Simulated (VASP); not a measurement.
Ru:

```
Ru
1.0
     2.70580    0.00000    0.00000
    -1.35290    2.34329    0.00000
     0.00000    0.00000    4.28190
Ru
2
Direct
  0.66667 0.33333 0.75000
  0.33333 0.66667 0.25000
```

```yaml
Program: VASP 6.6.1
Task: relaxation of cell and atoms
Functional: BLYP
Potentials_or_basis: VASP PAW PBE potentials, release 64 (Ru_pv)
Cutoff: 600 eV
k_mesh: 11 × 11 × 6
Occupations: fermi-dirac, width 0.05 eV
Spin: no spin polarisation
```

At the start: pressure 19.7 GPa; volume 13.57 Å³/atom.

Problem. Where does the relaxation end?

Solution. Over 9 steps the energy falls by 50.7 meV/atom and the volume is 14.45 Å³/atom (+6.5 %); space group P6_3/mmc (No. 194, to 0.05 Å).

The path:
| step | energy change (eV) | largest force (eV/Å) | pressure (GPa) | volume (Å³) |
| --- | --- | --- | --- | --- |
| 1 | 0.0000 | 0.0000 | 19.67 | 27.15 |
| 2 | 0.4853 | 0.0000 | -29.62 | 34.24 |
| 3 | -0.1008 | 0.0000 | -1.15 | 29.03 |
| 4 | -0.1013 | 0.0000 | -0.11 | 28.92 |
| 5 | -0.1013 | 0.0000 | 0.22 | 28.88 |
| 6 | -0.1015 | 0.0000 | 0.22 | 28.89 |
| 7 | -0.1015 | 0.0000 | 0.23 | 28.88 |
| 8 | -0.1014 | 0.0000 | -0.42 | 28.95 |
| 9 | -0.1015 | 0.0000 | -0.01 | 28.91 |

Final structure:
```
Ru
1.0
     2.76581    0.00000    0.00000
    -1.38291    2.39527    0.00000
     0.00000    0.00000    4.36368
Ru
2
Direct
  0.66667 0.33333 0.75000
  0.33333 0.66667 0.25000
```

Caveat: the PAW data sets were made with another functional, which shifts forces and pressure a little.
